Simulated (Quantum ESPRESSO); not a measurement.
# AlN (F-43m): modes at Γ and the response to a field, part 2 of 2

Aim: the zone-centre modes of AlN (F-43m).

Quantum ESPRESSO 7.5; DFT LDA, scalar-relativistic, plane waves, PseudoDojo norm-conserving pseudopotentials.

So far. Step 2 (A first look): A gap of 3.3 eV opens on this mesh, so the crystal is taken as an insulator; the start stands at -4.8 GPa. Step 4 (Self-consistent run for the response): The cell stands at 0.012 GPa, close enough for phonons. The relaxed cell has a = 4.333 Å (conventional setting).

## (5) Zone-centre response

At q = 0 one unit cell holds all displacements; symmetry groups them into irreducible representations that are solved one by one. The response to a field gives ε∞ and the Born charges, which polar modes need.

File ph.in:

```
phonons
 &inputph
    prefix='x',
    outdir='./tmp',
    fildyn='g.dyn',
    tr2_ph=1.0d-18,
    epsil=.true.,
 /
0.000000000000 0.000000000000 0.000000000000
```

Run with:

```bash
> OMP_NUM_THREADS=1 mpirun -n 4 ph.x -nk 4 -in ph.in > ph.out
```

What it wrote:

```text
[banners, grids, parts of the stress and lines that vanish by symmetry left out]
[banner, memory and clock lines left out]
Program PHONON v.7.5

     ./tmp/x.save/

     IMPORTANT: XC functional enforced from input :
     Exchange-correlation= PW
                           (   1   4   0   0   0   0   0)
     Any further DFT definition will be discarded
     Please, verify this is what you really want

     G-vector sticks info

     Reading collected, re-writing distributed wavefunctions in ./tmp/

     Number and degeneracy of irreps per q-point
       N         xq(1)         xq(2)         xq(3)   N irreps
       1   0.000000000   0.000000000   0.000000000       2
        3   3

     Calculation of q =    0.0000000   0.0000000   0.0000000

     phonons

     bravais-lattice index     =            0
     lattice parameter (alat)  =       5.7899  a.u.
     unit-cell volume          =     137.2472 (a.u.)^3
     number of atoms/cell      =            2
     number of atomic types    =            2
     kinetic-energy cut-off    =      84.0000  Ry
     charge density cut-off    =     336.0000  Ry
     convergence threshold     =      1.0E-18
     beta                      =       0.7000
     number of iterations used =            4
     Exchange-correlation= PW
                           (   1   4   0   0   0   0   0)

     celldm(1)=    5.78992  celldm(2)=    0.00000  celldm(3)=    0.00000
     celldm(4)=    0.00000  celldm(5)=    0.00000  celldm(6)=    0.00000

     crystal axes: (cart. coord. in units of alat)
               a(1) = (  0.0000  0.7071  0.7071 )
               a(2) = (  0.7071  0.0000  0.7071 )
               a(3) = (  0.7071  0.7071  0.0000 )

     reciprocal axes: (cart. coord. in units 2 pi/alat)
               b(1) = ( -0.7071  0.7071  0.7071 )
               b(2) = (  0.7071 -0.7071  0.7071 )
               b(3) = (  0.7071  0.7071 -0.7071 )

     Atoms inside the unit cell:

     Cartesian axes

     site n.  atom      mass           positions (alat units)
        1  Al     26.9815   tau(    1) = (    0.00000    0.00000    0.00000  )
        2  N      14.0070   tau(    2) = (    1.06066    1.06066    1.06066  )

     Computing dynamical matrix for
                    q = (   0.0000000   0.0000000   0.0000000 )

     25 Sym.Ops. (with q -> -q+G )

     G cutoff =  285.3154  (  14211 G-vectors)     FFT grid: ( 36, 36, 36)
     number of k points=    29
                       cart. coord. in units 2pi/alat
        k(    1) = (   0.0000000   0.0000000   0.0000000), wk =   0.0039062
        k(    2) = (   0.0883883   0.0883883  -0.0883883), wk =   0.0312500
        k(    3) = (   0.1767767   0.1767767  -0.1767767), wk =   0.0312500
        [... further k-points left out ...]

     PseudoPot. # 1 for Al read from file:
     ./pseudo/Al.upf
     Pseudo is Norm-conserving + core correction, Zval =  3.0
     Using radial grid of 1854 points,  6 beta functions with:
                l(1) =   0
                l(2) =   0
                l(3) =   1
                l(4) =   1
                l(5) =   2
                l(6) =   2

     PseudoPot. # 2 for N  read from file:
     ./pseudo/N.upf
     Pseudo is Norm-conserving + core correction, Zval =  5.0
     Using radial grid of 1058 points,  4 beta functions with:
                l(1) =   0
                l(2) =   0
                l(3) =   1
                l(4) =   1

     Mode symmetry, T_d (-43m)  point group:

     Electric field:
     Dielectric constant
     Born effective charges as d Force / d E

     Atomic displacements:
     There are    2 irreducible representations

     Representation     1      3 modes -  To be done

     Representation     2      3 modes -  To be done

     Alpha used in Ewald sum =   2.8000

     Electric Fields Calculation

      iter #   1   av.it.:   7.0
      thresh= 1.000E-02 alpha_mix =  0.700 |ddv_scf|^2 =  5.069E-08

      iter #   2   av.it.:  11.9
      thresh= 2.251E-05 alpha_mix =  0.700 |ddv_scf|^2 =  4.247E-10

      iter #   3   av.it.:  12.3
      thresh= 2.061E-06 alpha_mix =  0.700 |ddv_scf|^2 =  3.178E-11

      iter #   4   av.it.:  12.4
      thresh= 5.637E-07 alpha_mix =  0.700 |ddv_scf|^2 =  2.981E-13

      iter #   5   av.it.:  11.4
      thresh= 5.459E-08 alpha_mix =  0.700 |ddv_scf|^2 =  5.109E-16

      iter #   6   av.it.:  12.2
      thresh= 2.260E-09 alpha_mix =  0.700 |ddv_scf|^2 =  3.793E-18

      iter #   7   av.it.:  12.4
      thresh= 1.948E-10 alpha_mix =  0.700 |ddv_scf|^2 =  3.993E-20

     End of electric fields calculation

          Dielectric constant in cartesian axis

          (       4.500022387      -0.000000000       0.000000000 )
          (      -0.000000000       4.500022387      -0.000000000 )
          (       0.000000000      -0.000000000       4.500022387 )

          Effective charges (d Force / dE) in cartesian axis without acoustic sum rule applied (asr)

           atom    1  Al    Mean Z*:        2.52838
      Ex  (        2.52838       -0.00000       -0.00000 )
      Ey  (       -0.00000        2.52838        0.00000 )
      Ez  (       -0.00000        0.00000        2.52838 )
           atom    2  N     Mean Z*:       -2.53146
      Ex  (       -2.53146        0.00000        0.00000 )
      Ey  (        0.00000       -2.53146       -0.00000 )
      Ez  (        0.00000       -0.00000       -2.53146 )

          Effective charges Sum: Mean:       -0.00309
             -0.00309        0.00000        0.00000
              0.00000       -0.00309       -0.00000
              0.00000       -0.00000       -0.00309

          Effective charges (d Force / dE) in cartesian axis with asr applied:
           atom    1  Al    Mean Z*:        2.52992
      E*x (        2.52992       -0.00000       -0.00000 )
      E*y (       -0.00000        2.52992        0.00000 )
      E*z (       -0.00000        0.00000        2.52992 )
           atom    2  N     Mean Z*:       -2.52992
      E*x (       -2.52992        0.00000        0.00000 )
      E*y (        0.00000       -2.52992       -0.00000 )
      E*z (        0.00000       -0.00000       -2.52992 )

     Representation #   1 modes #   1   2   3

     Self-consistent Calculation

      iter #   1   av.it.:   8.0
      thresh= 1.000E-02 alpha_mix =  0.700 |ddv_scf|^2 =  5.680E-07

      iter #   2   av.it.:  12.5
      thresh= 7.536E-05 alpha_mix =  0.700 |ddv_scf|^2 =  5.311E-09

      iter #   3   av.it.:  12.6
      thresh= 7.288E-06 alpha_mix =  0.700 |ddv_scf|^2 =  8.188E-11

      iter #   4   av.it.:  12.6
      thresh= 9.049E-07 alpha_mix =  0.700 |ddv_scf|^2 =  7.460E-13

      iter #   5   av.it.:  12.5
      thresh= 8.637E-08 alpha_mix =  0.700 |ddv_scf|^2 =  1.875E-15

      iter #   6   av.it.:  12.3
      thresh= 4.330E-09 alpha_mix =  0.700 |ddv_scf|^2 =  1.870E-17

      iter #   7   av.it.:  12.4
      thresh= 4.324E-10 alpha_mix =  0.700 |ddv_scf|^2 =  2.107E-19

     End of self-consistent calculation

     Convergence has been achieved

     Representation #   2 modes #   4   5   6

     Self-consistent Calculation

      iter #   1   av.it.:   5.8
      thresh= 1.000E-02 alpha_mix =  0.700 |ddv_scf|^2 =  3.420E-09

      iter #   2   av.it.:  12.6
      thresh= 5.848E-06 alpha_mix =  0.700 |ddv_scf|^2 =  2.196E-10

      iter #   3   av.it.:  12.2
      thresh= 1.482E-06 alpha_mix =  0.700 |ddv_scf|^2 =  3.779E-12

      iter #   4   av.it.:  12.4
      thresh= 1.944E-07 alpha_mix =  0.700 |ddv_scf|^2 =  3.225E-14

      iter #   5   av.it.:  12.9
      thresh= 1.796E-08 alpha_mix =  0.700 |ddv_scf|^2 =  1.561E-16

      iter #   6   av.it.:  12.8
      thresh= 1.250E-09 alpha_mix =  0.700 |ddv_scf|^2 =  6.223E-18

      iter #   7   av.it.:  12.5
      thresh= 2.495E-10 alpha_mix =  0.700 |ddv_scf|^2 =  1.882E-20

     End of self-consistent calculation

     Convergence has been achieved

     Number of q in the star =    1
     List of q in the star:
          1   0.000000000   0.000000000   0.000000000

          Dielectric constant in cartesian axis

          (       4.500022387      -0.000000000       0.000000000 )
          (      -0.000000000       4.500022387      -0.000000000 )
          (       0.000000000      -0.000000000       4.500022387 )

          Effective charges (d Force / dE) in cartesian axis without acoustic sum rule applied (asr)

           atom    1  Al    Mean Z*:        2.52838
      Ex  (        2.52838       -0.00000       -0.00000 )
      Ey  (       -0.00000        2.52838        0.00000 )
      Ez  (       -0.00000        0.00000        2.52838 )
           atom    2  N     Mean Z*:       -2.53146
      Ex  (       -2.53146        0.00000        0.00000 )
      Ey  (        0.00000       -2.53146       -0.00000 )
      Ez  (        0.00000       -0.00000       -2.53146 )

          Effective charges Sum: Mean:       -0.00309
             -0.00309        0.00000        0.00000
              0.00000       -0.00309       -0.00000
              0.00000       -0.00000       -0.00309

          Effective charges (d Force / dE) in cartesian axis with asr applied:
           atom    1  Al    Mean Z*:        2.52992
      E*x (        2.52992       -0.00000       -0.00000 )
      E*y (       -0.00000        2.52992        0.00000 )
      E*z (       -0.00000        0.00000        2.52992 )
           atom    2  N     Mean Z*:       -2.52992
      E*x (       -2.52992        0.00000        0.00000 )
      E*y (        0.00000       -2.52992       -0.00000 )
      E*z (        0.00000       -0.00000       -2.52992 )

     Diagonalizing the dynamical matrix

     q = (    0.000000000   0.000000000   0.000000000 )

 **************************************************************************
     freq (    1) =      -0.032173 [THz] =      -1.073167 [cm-1]
     freq (    2) =      -0.032173 [THz] =      -1.073167 [cm-1]
     freq (    3) =      -0.032173 [THz] =      -1.073167 [cm-1]
     freq (    4) =      20.071053 [THz] =     669.498255 [cm-1]
     freq (    5) =      20.071053 [THz] =     669.498255 [cm-1]
     freq (    6) =      20.071053 [THz] =     669.498255 [cm-1]
 **************************************************************************

     Mode symmetry, T_d (-43m)  point group:

     freq (   1-   3) =         -1.1  [cm-1]   --> T_2  G_15 P_4   I+R
     freq (   4-   6) =        669.5  [cm-1]   --> T_2  G_15 P_4   I+R
```

Elapsed: 87 s, on 4 MPI ranks of Intel Xeon at 2.50GHz (Skylake/Cascade Lake), shared host; 4.4 min of CPU time.

This step gave:

- miss of the charge sum rule: 0.003080 e
- largest acoustic frequency at the zone centre before the sum rule: -1.07 cm⁻¹
- highest optical zone-centre mode (no LO-TO term): 669.5 cm⁻¹
- lowest optical zone-centre mode: 669.5 cm⁻¹
- mean high-frequency dielectric constant: 4.5
- largest Born charge in size (third of the trace): 2.531 e

Born charge (rows field, columns displacement), before the sum rule (e), principal values of the symmetric part by kind of site:

```csv
atom,atoms with these values,low,middle,high,mean
Al1,1,2.53,2.53,2.53,2.53
N2,1,-2.53,-2.53,-2.53,-2.53
```

In full for N2:

```
-2.53  0.00  0.00
 0.00 -2.53  0.00
 0.00  0.00 -2.53
```

High-frequency dielectric tensor:

```
4.50 0.00 0.00
0.00 4.50 0.00
0.00 0.00 4.50
```

The acoustic modes at Γ come out as far as 1.1 cm⁻¹ from zero, where they should vanish, a small numerical error; the Born charges miss their sum rule by 0.0031 e, which is good.

## (6) Zone-centre analysis

A rigid shift of the crystal must cost nothing, but grids and finite bases break this; the acoustic sum rule is imposed before the matrix is diagonalised again. With Born charges the intensities follow, and the static dielectric tensor.

File dynmat.in:

```
 &input
    fildyn='g.dyn',
    asr='simple',
    fileig='dynmat.eig',
    lperm=.true.,
 /
```

Run with:

```bash
> dynmat.x -in dynmat.in > dynmat.out
```

What it wrote:

```text
[banner, memory and clock lines left out]
Program DYNMAT v.7.5

     Reading Dynamical Matrix from file g.dyn
     ...Force constants read
     ...epsilon and Z* read
     A direction for q was not specified:TO-LO splitting will be absent

     Polarizability (A^3 units)
     multiply by 0.461537 for Clausius-Mossotti correction
         5.664582   -0.000000    0.000000
        -0.000000    5.664582   -0.000000
         0.000000   -0.000000    5.664582

     IR activities are in (D/A)^2/amu units

# mode   [cm-1]    [THz]      IR
    1     -0.00   -0.0000    0.0000
    2      0.00    0.0000    0.0000
    3      0.00    0.0000    0.0000
    4    669.50   20.0711   16.0152
    5    669.50   20.0711   16.0152
    6    669.50   20.0711   16.0152

Electronic dielectric permittivity tensor (relative, adimensional)
         4.500022   -0.000000    0.000000
        -0.000000    4.500022   -0.000000
         0.000000   -0.000000    4.500022

 ... with zone-center polar mode contributions
         8.246978    0.000000    0.000000
         0.000000    8.246978    0.000000
         0.000000    0.000000    8.246978
```

It took 1 s on 1 thread.

This step gave:

```yaml
mean_static_dielectric_constant: 8.247
```

Unit eigenvectors of the mass-weighted matrix after the sum rule; no LO-TO term. Modes at Γ, with each element's share of the kinetic energy:

```csv
mode,frequency (cm⁻¹),symmetry,Al %,N %
1,0.0,acoustic,66,34
2,0.0,acoustic,66,34
3,0.0,acoustic,66,34
4,669.5,T2,34,66
5,669.5,T2,34,66
6,669.5,T2,34,66
```

Displacements in mode 5 (669.5 cm⁻¹), the largest set to 1:
```
Al1 -0.52  0.00  0.00
N2   1.00  0.00  0.00
```

Degenerate modes summed, no LO-TO term. Infrared lines, with heights relative to the strongest:

```csv
position (cm⁻¹),lines merged,label,"IR intensity, relative"
670,3,T2,100
```

Static dielectric tensor (ions relaxed, fixed cell):

```
8.25 0.00 0.00
0.00 8.25 0.00
0.00 0.00 8.25
```

The rule moves no optical mode by more than 0.1 cm⁻¹.

## (7) The LO-TO splitting (1 0 0)

A longitudinal polar mode sets up a macroscopic field that stiffens it; the term hangs on the direction from which q goes to zero.

File dynmat.in:

```
 &input
    fildyn='g.dyn',
    asr='simple',
    fileig='dynmat.eig',
    q(1)=1.0,
    q(2)=0.0,
    q(3)=0.0,
 /
```

Run with:

```bash
> dynmat.x -in dynmat.in > dynmat.out
```

What it wrote:

```text
[banner, memory and clock lines left out]
Program DYNMAT v.7.5

     Reading Dynamical Matrix from file g.dyn
     ...Force constants read
     ...epsilon and Z* read

     Polarizability (A^3 units)
     multiply by 0.461537 for Clausius-Mossotti correction
         5.664582   -0.000000    0.000000
        -0.000000    5.664582   -0.000000
         0.000000   -0.000000    5.664582

     IR activities are in (D/A)^2/amu units

# mode   [cm-1]    [THz]      IR
    1     -0.00   -0.0000    0.0000
    2     -0.00   -0.0000    0.0000
    3      0.00    0.0000    0.0000
    4    669.50   20.0711   16.0152
    5    669.50   20.0711   16.0152
    6    906.34   27.1714   16.0152
```

Elapsed: 0.97 s, on 1 thread.

Numbers from this step:

```yaml
highest_mode_moved_by_the_lo_to_term: 906.3 cm⁻¹
```

Zone-centre frequencies as printed; negative means imaginary. Modes:

```csv
mode,frequency (cm⁻¹)
1,0
2,0
3,0
4,669.5
5,669.5
6,906.3
```

The field moves one mode, from 670 to 906 cm⁻¹; the others stay.

## (8) Summary of results

```yaml
space_group_after_relaxation: F-43m
volume_per_atom: 10.2 Å³
gap_on_the_k_mesh: 3.27 eV
highest_optical_zone_centre_mode_no_lo_to_term: 669.5 cm⁻¹
highest_mode_moved_by_the_lo_to_term: 906.3 cm⁻¹
mean_high_frequency_dielectric_constant: 4.5
largest_born_charge_in_size_third_of_the_trace: 2.53 e
mean_static_dielectric_constant: 8.25
imaginary_optical_modes_at_the_zone_centre_no_q_mesh_in_this_session: none
```

**Reading.** At the LDA level the optical modes of AlN (F-43m) at the zone centre (no LO-TO term) lie at 670 cm⁻¹. Along the directions run, the highest mode that the macroscopic field moves lies at 906 cm⁻¹. Lattice motion raises the mean dielectric constant from 4.5 to 8.247. The Born charge of Al is 2.528 e against a formal charge of +3, somewhat under it. The Lyddane-Sachs-Teller relation holds: (ωLO/ωTO)² is 1.83 and ε₀/ε∞ is 1.83. Left out of this account: PBE with PseudoDojo NC, since it is gradient-corrected and no frozen-mode check or second program bears its response out; PBEsol with PseudoDojo NC, since it is gradient-corrected and no frozen-mode check or second program bears its response out. What is said of the levels holds for those shown. These are harmonic frequencies at zero temperature: anharmonic shifts and linewidths and thermal expansion are left out. The structure comes from a database and need not be the phase that is stable at ambient conditions.

[Host names and launcher messages were left out of these logs when they were recorded.]

[Logs are printed without paths, hosts, clocks, repeated set-up lines and the standing remarks that a program may print on its own settings, such as how far it seeks lower states.]

[Hosts, paths, dates, database ids (printed as entryN), source tags and the programs' standing remarks are cut or masked in the printed files.]
